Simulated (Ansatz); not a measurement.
**AlP (F-43m): phonons against volume**

Which modes of AlP drive its thermal expansion?

What experiment has found for this phase:
- heat capacity C_P per formula unit 42 J/mol/K and bulk modulus 86 GPa near room temperature (given in “High-Throughput Prediction of Finite-Temperature Properties using the Quasi-Harmonic Approximation”, 2016, arXiv:1603.06924)

Calculated with Ansatz 0.2.0; DFT LDA, scalar-relativistic, plane waves, PAW.

The database entry behind the starting cell differs from later determinations by our own check (0.1 to 0.3 % short, probably kX units), so it need not match the best structure at ambient conditions.

### Step 1. The starting structure

Symmetry: F-43m, No. 216, cubic system. The conventional cell has a = 5.451 Å, b = 5.451 Å, c = 5.451 Å, α = 90.00°, β = 90.00°, γ = 90.00°. Al has 4 P at 2.36 Å nearest. Nearest to P lie 4 Al at 2.36 Å. Farther neighbours are not listed.

### Step 2. Probe on a coarse mesh

Before spending time, one coarse run tells the gap and the pressure of the starting cell.

input.yaml

```yaml
crystal:
  lattice:
    - [0.0, 2.7255, 2.7255]
    - [2.7255, 0.0, 2.7255]
    - [2.7255, 2.7255, 0.0]
  atoms:
    - { symbol: Al, position: [0.0, 0.0, 0.0] }
    - { symbol: P, position: [0.25, 0.25, 0.25] }
kpoints:
  mp_grid: { grid: [6, 6, 6] }
hamiltonian:
  xc: lda
scf:
  occupations: { method: gaussian, width: 0.1 }
output:
  forces: true
  stress: true
  eigenvalues: true
```

Run with:

```sh
ansatz run input.yaml --threads 4 --pin off --max-ram 16384MiB --backend cpu --events-out ev --progress --plain --runs-dir out
```

Numbers of over 12 decimals in the logs are rounded to 6 here.

The log of the run:

```text
Engine: ansatz 0.2.0, aarch64-unknown-linux-gnu
Pseudopotentials: kind: paw
Pseudopotential: Al, paw, valence charge 3, recommended cutoff 420 eV (normal), Al.paw.azcp
Pseudopotential: P, paw, valence charge 5, recommended cutoff 420 eV (normal), P.paw.azcp
Functional definition: SPW92
  exchange = slater_x
  correlation = pw_c
Crystal: 2 atoms, lattice volume = 40.492 Å³
Basis set: ecut = 420 eV, 749 PW (Γ)
Bands: 8, of which v1, the nominal top of the filled ones, is band 4 counted from 1 (3 counted from 0)
Symmetry: 24 space group operations
Space group: F-43m (ITA 216), of the structure as read, at distance tolerance 3.4e-5 Å
k-points: 16 of 216 (time reversal used)
Non-local potential: Al, projectors of the file, l = 0: 2, l = 1: 2, l = 2: 1
Non-local potential: P, projectors of the file, l = 0: 2, l = 1: 2, l = 2: 2
PAW form: soft (Blöchl's): semilocal exchange-correlation on the pseudo side does not see the compensation charge
PAW frozen core: Al, regenerated for the run's functional, and the local potential with it (the file was generated under x = pbe(κ = 0.804, μ = 0.219515), c = pbe(β = 0.066725))
PAW frozen core: P, regenerated for the run's functional, and the local potential with it (the file was generated under x = pbe(κ = 0.804, μ = 0.219515), c = pbe(β = 0.066725))
PAW one-centre angular grid: Al, 110 points (default); XC on 64 Gauss nodes
PAW one-centre angular grid: P, 110 points (default); XC on 64 Gauss nodes
Initial density: superposition of atomic densities (neutral atoms: chi_scale 0, normalization atom), corrected by the library's trained network
Initial wavefunctions: pseudopotential atomic-orbital guess
Functional: x = slater, c = lda
SCF iter   1: F=—  HF=-1240.033910 eV  |F-HF|=—  |Δ(HF+E_count)|=         —  Δρ=4.15e-3  dr2=6.71e-3  ethr=1.77e-3  ⟨swp⟩=5.8  Hψ=1166  notcnv=0
preconditioner: auto → none  [insulator: Δε(μ)=1.400 eV  Ē_g=9.888 eV  σ=0.100 eV  W_gap=1.00  n_scr=8 (ndim 8)  ℏωp=16.5 eV  f_vac=0.000  D(μ)=0.00/eV (n_scr^D=0)  ε∞_Penn≈3.8]
SCF iter   2: F=—  HF=-1240.032026 eV  |F-HF|=—  |Δ(HF+E_count)|=   1.88e-3  Δρ=1.88e-3  dr2=8.68e-4  ethr=8.38e-5  ⟨swp⟩=1.8  Hψ=287  notcnv=0
SCF iter   3: F=—  HF=-1240.031836 eV  |F-HF|=—  |Δ(HF+E_count)|=   1.90e-4  Δρ=4.40e-4  dr2=7.21e-5  ethr=1.09e-5  ⟨swp⟩=2.1  Hψ=178  notcnv=0
SCF iter   4: F=—  HF=-1240.031825 eV  |F-HF|=—  |Δ(HF+E_count)|=   1.10e-5  Δρ=3.24e-5  dr2=4.34e-7  ethr=9.01e-7  ⟨swp⟩=2.1  Hψ=181  notcnv=0
iter 5 did not close the SCF: its close was put off for the readings that it lacked (scf_convergence_deferred on its scf_iter line)
SCF iter   5: F=-1240.031824 eV  HF=-1240.031825 eV  |F-HF|=1.75e-8  |Δ(HF+E_count)|=   1.10e-7  Δρ=7.62e-6  dr2=2.77e-8  ethr=5.42e-9  ⟨swp⟩=2.2  Hψ=205  notcnv=0
SCF iter   6: F=-1240.031824 eV  HF=-1240.031824 eV  |F-HF|=2.61e-11  |Δ(HF+E_count)|=   9.52e-9  Δρ=5.40e-7  dr2=1.35e-10  ethr=3.46e-10  ⟨swp⟩=4.1  Hψ=774  notcnv=0
SCF 1 converged in 6 iterations: F = -1240.031824 eV  dr2 = 1.35e-10
  greatest PAW one-centre occupation: 0.777 electrons in one spin orbital (limit 2), on the P atom at site 1 (counted from 0), in its partial waves of l = 0
SCF converged after 6 iterations
Free energy (F): -1240.031824 eV
Harris-Foulkes:  -1240.031824 eV  (|F-HF|=2.61e-11)
Internal energy: -1240.031824 eV  (E = F + TS)
E sigma→0 (E₀):  -1240.031824 eV
Fermi energy:    5.634988 eV
--- Per-component energies (eV) ---
  E_band       = 3.568623
  E_kinetic    = 94.264224
  E_local      = -83.805415  (includes V_loc(G=0)·N_el)
  E_nonlocal   = 46.643615
  E_hartree    = 24.728002
  E_xc         = -100.799199
  E_vxc        = -90.523575  (∫ρ·V_xc dr)
  E_paw        = -983.562204  (= ΣΔE_a)
  E_vpaw       = -12.466301  (= ΣTr[D̂ρ^β])
  E_aug_tail   = -0.000001  (compensation charges beyond the density's cutoff)
  E_ewald      = -237.673915
  E_core_change = 0.173068  (= ΣΔE_core)
  E_smearing   = -0.000000  (= −TS)
  E_closure    = 0.000000  (closes the sum)
  Σ components = -1240.031824   (vs F -1240.031824, Δ=0.00e0)
--- Forces (eV/Å), atoms counted from 1 ---
  atom   1  Al     0.00000000    -0.00000000    -0.00000000
  atom   2  P     -0.00000000     0.00000000    -0.00000000
  max |Σ_I F_I| component: 3.24e-17 eV/Å
--- Stress (GPa, compression-positive) ---
       -0.794595      -0.000000      -0.000000
        0.000000      -0.794595       0.000000
       -0.000000       0.000000      -0.794595
  P = ⅓ Tr σ = -0.7946 GPa (-7.946 kbar)
--- Band table (eV; the first three rows and the last of 16) ---
  k-point 0: bands = ["-6.6193", "4.9184", "4.9184", "4.9184", "8.0648", "9.3970", "9.3970", "9.3970"]
  k-point 1: bands = ["-6.3130", "3.0133", "4.6729", "4.6729", "8.4177", "9.8320", "9.8320", "10.4660"]
  k-point 2: bands = ["-5.5127", "0.5253", "4.2992", "4.2992", "7.8374", "9.8777", "9.8777", "12.6987"]
  k-point 15: bands = ["-4.1998", "-0.1799", "1.9607", "2.2044", "8.1180", "9.1162", "12.4594", "12.8122"]
```

Elapsed: 0.36 s, on 4 threads of Arm Neoverse V1, shared host; peak memory 0.26 GiB.

In the SCF lines HF is the Harris–Foulkes energy and dr2 the Hartree energy of the density residual, in eV; the loop may stop once dr2 is under the threshold and the program's other checks hold. Hψ counts applications of the Hamiltonian.

This step gave:

| Item | Value |
| --- | --- |
| pressure | -0.7946 GPa |
| gap on the k-mesh | 1.433 eV |
| volume per atom | 20.25 Å³ |

The start is under -0.79 GPa at this level and looks like an insulator or semiconductor on this mesh.

### Step 3. Finding the static equilibrium

Phonons are second derivatives about a minimum, so cell and atoms are relaxed first, inside the symmetry of the start.

input.yaml, the sections that differ from step 2:

```yaml
kpoints:
  mp_grid: { grid: [8, 8, 8] }
scf:
  occupations: { method: gaussian, width: 0.02 }
relax:
  adjacent_minimum: "off"
  f_tol: 0.005
  max_steps: 80
  cell: { stress_tol: 0.05 }
# crystal, hamiltonian, output: as in step 2
```

The log of the run:

```text
[...]
Crystal: 2 atoms, lattice volume = 40.492 Å³
Basis set: ecut = 420 eV, 749 PW (Γ)
Bands: 8, of which v1, the nominal top of the filled ones, is band 4 counted from 1 (3 counted from 0)
Symmetry: 24 space group operations
[...]
k-points: 29 of 512 (time reversal used)
[...]
SCF iter   1: F=—  HF=-1240.042711 eV  |F-HF|=—  |Δ(HF+E_count)|=         —  Δρ=4.31e-3  dr2=7.57e-3  ethr=1.77e-3  ⟨swp⟩=6.5  Hψ=2264  notcnv=0
[...]
SCF iter   6: F=-1240.040365 eV  HF=-1240.040365 eV  |F-HF|=8.14e-11  |Δ(HF+E_count)|=   3.82e-9  Δρ=5.35e-7  dr2=1.92e-10  ethr=1.89e-10  ⟨swp⟩=3.6  Hψ=1310  notcnv=0
SCF 1 converged in 6 iterations: F = -1240.040365 eV  dr2 = 1.92e-10
[...]
relax step   1: F+E_penalty+E_count = -1240.04036493 eV  Δ(F+E_penalty+E_count) = +0.000e0 eV  max|allowed force component| = 1.758e-16 eV/Å  Δτ_max = 0.0000 Å  P = -0.831 GPa  Ω = 40.492 Å³  (6 SCF iters, dr2 threshold 1.00e-7 eV, accepted)
Crystal: 2 atoms, lattice volume = 40.212 Å³
[...]
iter 1 solved again at ethr=1.47e-6 eV; its pass at ethr=3.10e-3 eV (dr2=1.17e-4 eV) is discarded
[...]
SCF iter   4: F=-1240.041365 eV  HF=-1240.041365 eV  |F-HF|=8.49e-9  |Δ(HF+E_count)|=   3.00e-7  Δρ=8.08e-6  dr2=1.95e-8  ethr=2.50e-9  ⟨swp⟩=6.8  Hψ=1309  notcnv=0
SCF 2 converged in 4 iterations: F = -1240.041365 eV  dr2 = 1.95e-8
relax step   2: F+E_penalty+E_count = -1240.04136473 eV  Δ(F+E_penalty+E_count) = -9.998e-4 eV  max|allowed force component| = 4.163e-17 eV/Å  Δτ_max = 0.0000 Å  P = -0.218 GPa  Ω = 40.212 Å³  energy of the carried Pulay correction = +8.016e-5 eV  (4 SCF iters, dr2 threshold 2.00e-7 eV, accepted)
Crystal: 2 atoms, lattice volume = 40.113 Å³
[...]
SCF iter   3: F=-1240.041459 eV  HF=-1240.041459 eV  |F-HF|=5.57e-8  |Δ(HF+E_count)|=   4.96e-7  Δρ=1.43e-5  dr2=9.84e-8  ethr=1.48e-9  ⟨swp⟩=7.0  Hψ=1373  notcnv=0
SCF 3 converged in 3 iterations: F = -1240.041459 eV  dr2 = 9.84e-8
relax step   3: F+E_penalty+E_count = -1240.04145917 eV  Δ(F+E_penalty+E_count) = -9.443e-5 eV  max|allowed force component| = 3.238e-17 eV/Å  Δτ_max = 0.0000 Å  P = +0.002 GPa  Ω = 40.113 Å³  energy of the carried Pulay correction = +1.085e-4 eV  (3 SCF iters, dr2 threshold 1.19e-7 eV, accepted)
[...]
SCF iter   4: F=-1240.041342 eV  HF=-1240.041342 eV  |F-HF|=1.36e-12  |Δ(HF+E_count)|=  5.00e-10  Δρ=2.09e-7  dr2=1.08e-11  ethr=1.00e-12  ⟨swp⟩=5.8  Hψ=1463  notcnv=0
SCF 4 converged in 4 iterations: F = -1240.041342 eV  dr2 = 1.08e-11
relax step   4: F+E_penalty+E_count = -1240.04134191 eV  Δ(F+E_penalty+E_count) = +1.173e-4 eV  max|allowed force component| = 5.089e-17 eV/Å  Δτ_max = 0.0000 Å  P = -0.001 GPa  Ω = 40.113 Å³  stress off target by 1.02e-3 GPa  SCF on the basis re-selected at this cell (its energy is not comparable with the rows above)  (4 SCF iters)
basis re-selected at this cell: Δ(F+E_penalty+E_count) = +1.173e-4 eV, ΔP = -0.003 GPa vs the last step (what re-selecting the basis moved, of the pressure what is left beyond the Pulay correction that the steps carried, after the strain that the cell walked since its last selection, with what the two solves' SCF thresholds leave and, on support functions, any second-order correction that the steps lacked; it is no m [...]
SCF converged after 4 iterations
Free energy (F): -1240.041342 eV
[...]
Internal energy: -1240.041342 eV  (E = F + TS)
E sigma→0 (E₀):  -1240.041342 eV
Fermi energy:    5.714211 eV
[...]
--- Stress (GPa, compression-positive) ---
       -0.001025      -0.000000      -0.000000
       -0.000000      -0.001025       0.000000
       -0.000000       0.000000      -0.001025
  P = ⅓ Tr σ = -0.0010 GPa (-0.010 kbar)
--- Band table (eV; the first three rows and the last of 29) ---
[...]
--- Relaxed structure (3 steps of the walk, 3 accepted, 1 SCFs on fresh bases) ---
  F+E_penalty+E_count = -1240.04134191 eV   max|allowed force component| = 5.089e-17 eV/Å   (the final SCF, on the basis selected at the relaxed cell)
  cell:  # Å, volume = 40.1133 Å³
    - [0, 2.716978, 2.716978]
    - [2.716978, 0, 2.716978]
    - [2.716978, 2.716978, 0]
  atoms:
    - { symbol: Al, position: [0, 0, 0] }
    - { symbol: P, position: [0.25, 0.25, 0.25] }
```

The job ended after 1.8 s (4 threads; peak memory 0.3 GiB; 5.9 s of CPU time).

The steps of the relaxation:

```csv
step,energy less that of the first step (eV),largest force component (eV/Å),pressure (GPa),volume (Å³)
1,0.0000,0.0000,-0.83,40.49
2,-0.0010,0.0000,-0.22,40.21
3,-0.0011,0.0000,0.00,40.11
4*,-0.0010,0.0000,0.00,40.11
```

Relaxation steps marked * repeat the geometry before them on a plane-wave basis chosen anew for their cell, so energy and pressure can jump there.

The run keeps the 24 symmetry operations that it works with, so distortions that break them were not tested.

```csv
"conventional cell, symmetrised",before,after,change
a (Å),5.451,5.434,-0.3 %
b (Å),5.451,5.434,-0.3 %
c (Å),5.451,5.434,-0.3 %
volume (Å³/atom),20.25,20.06,-0.9 %
```

Final coordinates:

```xyz
2
Lattice="0.0000 2.7170 2.7170 2.7170 0.0000 2.7170 2.7170 2.7170 0.0000" Properties=species:S:1:pos:R:3 pbc="T T T"
Al    0.0000    0.0000    0.0000
P     1.3585    1.3585    1.3585
```

This step gave:

* pressure: -0.001025 GPa
* gap on the k-mesh: 1.419 eV
* volume per atom: 20.06 Å³

The relaxation ends with a pressure of 0.00 GPa.

### Step 4. Tight relaxation

The thresholds are tightened for a last relaxation ahead of the phonons, and where mesh or smearing change with them the cell follows.

input.yaml, the sections that differ from step 3:

```yaml
crystal:
  lattice:
    - [0.0, 2.7169780645, 2.7169780645]
    - [2.7169780645, 0.0, 2.7169780645]
    - [2.7169780645, 2.7169780645, 0.0]
  atoms:
    - { symbol: Al, position: [0.0, 0.0, 0.0] }
    - { symbol: P, position: [0.25, 0.25, 0.25] }
scf:
  occupations: { method: fixed }
relax:
  adjacent_minimum: "off"
  f_tol: 0.001
  max_steps: 60
  cell: { stress_tol: 0.01 }
# kpoints, hamiltonian, output: as in step 3
```

The log of the run:

```text
[...]
Crystal: 2 atoms, lattice volume = 40.113 Å³
Basis set: ecut = 420 eV, 749 PW (Γ)
Bands: 8, of which v1, the nominal top of the filled ones, is band 4 counted from 1 (3 counted from 0)
Symmetry: 24 space group operations
[...]
k-points: 29 of 512 (time reversal used)
[...]
P = ⅓ Tr σ = -0.0010 GPa (-0.010 kbar)
--- Band table (eV; the first three rows and the last of 29) ---
[...]
--- Relaxed structure (1 steps of the walk, 1 accepted, 1 SCFs on fresh bases) ---
[...]
cell:  # Å, volume = 40.1133 Å³
    - [0.0, 2.7169780645, 2.7169780645]
    - [2.7169780645, 0.0, 2.7169780645]
    - [2.7169780645, 2.7169780645, 0.0]
  atoms:
    - { symbol: Al, position: [0.0, 0.0, 0.0] }
    - { symbol: P, position: [0.25, 0.25, 0.25] }
[key lines of the parts left out:]
SCF converged after 4 iterations
Free energy (F): -1240.041342 eV
Fermi energy:    5.004473 eV
```

It took 0.96 s on 4 threads; peak memory 0.29 GiB; 3.1 s of CPU time.

Little changed from the start: no atom moved by 0.005 Å and no cell edge by 0.1 %.

Numbers from this step:

* pressure: -0.001030 GPa

The residual pressure is -0.0010 GPa, small enough for phonons.

[end of part 1 of 4]

[Logs are printed without paths, hosts, clocks, repeated set-up lines and the standing remarks that a program may print on its own settings, such as how far it seeks lower states.]

[Hosts, paths, dates, database ids (printed as entryN), source tags and the programs' standing remarks are cut or masked in the printed files.]

[A step with changed settings may run another functional than the one named; its input shows which.]

[Of the runs on displaced cells, only some may be shown.]
